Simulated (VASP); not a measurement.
Input of a VASP 6.6.1 run:

File INCAR:

```
ALGO     = Normal         # electronic algorithm
DIPOL    = 0.5 0.5 0.500
EDIFF    = 1E-6           # SCF threshold, eV
EDIFFG   = -0.02          # ionic threshold
ENCUT    = 520            # plane-wave cutoff, eV
GGA      = PE             # functional
IBRION   = 2              # ionic algorithm
IDIPOL   = 3            
ISIF     = 2              # what is computed and relaxed
ISMEAR   = -1             # smearing method
IVDW     = 263            # dispersion correction
LASPH    = T              # aspherical terms in the spheres
LCHARG   = F              # write CHGCAR
LDIPOL   = T            
LREAL    = F              # projectors in reciprocal space
LWAVE    = F              # write WAVECAR
NELM     = 100            # most SCF steps
NSW      = 40             # ionic steps
PREC     = Accurate       # precision mode
SIGMA    = 0.05           # smearing width, eV
```

KPOINTS

```
k-points
0
Gamma
  5 5 1
```

The input POSCAR:

```
BaS
1.0
    4.5166445648      0.0000000000      0.0000000000
    0.0000000000      4.5166445648      0.0000000000
    0.0000000000      0.0000000000     24.5812500000
Ba S
4 4
Selective dynamics
Direct
    0.5000000000      0.5000000000      0.3051106026  F F F
    0.0000000000      0.0000000000      0.4350368675  F F F
    0.5000000000      0.5000000000      0.5649631325  T T T
    0.0000000000      0.0000000000      0.6948893974  T T T
    0.0000000000      0.0000000000      0.3051106026  F F F
    0.5000000000      0.5000000000      0.4350368675  F F F
    0.0000000000      0.0000000000      0.5649631325  T T T
    0.5000000000      0.5000000000      0.6948893974  T T T
```

Potentials or basis: VASP PAW PBE potentials, release 64 (Ba_sv, S).

Launch:

```console
$ cat potpaw_PBE.64/Ba_sv/POTCAR potpaw_PBE.64/S/POTCAR > POTCAR
$ mpirun -np 1 vasp_std > vasp.out
```

(1) Estimate the energy gained by relaxing.

(2) What does it give for the band gap on the k mesh?

(3) Predict the dispersion energy per atom.

Results:

(1) 16.0 meV/atom.

(2) 1.91 eV, direct.

(3) -0.594 eV.

Caveat: spin-orbit coupling is left out, which moves the levels of the heavy elements.
